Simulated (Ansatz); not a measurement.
# BaS: from a first guess to the relaxed rocksalt type

First guess:

```yaml
crystal:
  lattice:
    - [0.00000, 2.93849, 2.93849]
    - [2.93849, 0.00000, 2.93849]
    - [2.93849, 2.93849, 0.00000]
  atoms:
    - { symbol: Ba, position: [0.00000, 0.00000, 0.00000] }
    - { symbol: S, position: [0.50000, 0.50000, 0.50000] }
```

These are results of DFT, PBE, PAW with Ansatz's default frozen-core files, scalar-relativistic (Ansatz 0.2.0), not measurements.

Cell and atoms relax within the symmetry of the start on a 12×12×12 k mesh with 0.05 eV Fermi–Dirac smearing.

The start is built from a prototype, known or not as a phase of this compound; the cutoff is 420 eV.

Spin–orbit coupling is left out, though it moves levels of the heavy atoms by tenths of an eV or more.

**Question.** What is the pressure of the first guess?

**Answer.** 20.4 GPa.

**Question.** What does it relax to?

**Answer.** a = 6.426 Å, b = 6.426 Å, c = 6.426 Å, α = 90.00°, β = 90.00°, γ = 90.00° (conventional cell), 33.17 Å³ per atom:
```cif
data_structure
_symmetry_space_group_name_H-M 'Fm-3m'
_symmetry_Int_Tables_number 225
_cell_length_a 6.4261
_cell_length_b 6.4261
_cell_length_c 6.4261
_cell_angle_alpha 90.000
_cell_angle_beta 90.000
_cell_angle_gamma 90.000
_cell_volume 265.36
loop_
_atom_site_label
_atom_site_type_symbol
_atom_site_symmetry_multiplicity
_atom_site_Wyckoff_symbol
_atom_site_fract_x
_atom_site_fract_y
_atom_site_fract_z
_atom_site_occupancy
Ba1 Ba 4 a 0.00000 0.00000 0.00000 1
S1 S 4 b 0.50000 0.00000 0.00000 1
```

**Question.** How much energy does the relaxation release?

**Answer.** 391 meV/atom.
